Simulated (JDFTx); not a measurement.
Crystal: Mg.

```
CELL_PARAMETERS angstrom
3.20930 0.00000 0.00000
-1.60465 2.77934 0.00000
0.00000 0.00000 5.21030
ATOMIC_POSITIONS crystal
Mg 0.66667 0.33333 0.75000
Mg 0.33333 0.66667 0.25000
```

* Program: JDFTx 1.7.0 (patched build)
* Task: single point
* Functional: PBE
* Potentials or basis: PseudoDojo-SR-PBE-0.5-standard
* Cutoff: 1143 eV
* Density cutoff: 4572 eV
* k mesh: 10 × 10 × 5
* Occupations: fermi-dirac, width 0.05 eV
* Spin: no spin polarisation

On this cell: pressure -0.3 GPa; largest force under 0.003 eV/Å; band gap on the k mesh none (metal or under the smearing width).

The same run follows on a disturbed copy (atoms moved at random, drawn with an rms of 0.05 Å):

```xyz
2
Lattice="3.2093 0.0000 0.0000 -1.6046 2.7793 0.0000 0.0000 0.0000 5.2103" Properties=species:S:1:pos:R:3 pbc="T T T"
Mg    1.6123    0.9410    3.9302
Mg   -0.0125    1.8927    1.2669
```

Task: What changes?

Result: The energy (extrapolated to zero smearing) moves by +2.8 meV/atom; pressure -0.3 GPa; largest force 0.162 eV/Å; band gap on the k mesh none (metal or under the smearing width).

Forces on the atoms (eV/Å):
```
Mg  -0.014  0.015 -0.161
Mg   0.014 -0.015  0.161
```

Stress tensor (GPa, compression positive):
```
-0.76  0.05  0.01
 0.05 -0.63 -0.02
 0.01 -0.02  0.51
```

Caveats: forces may be off by hundredths of an eV/Å.
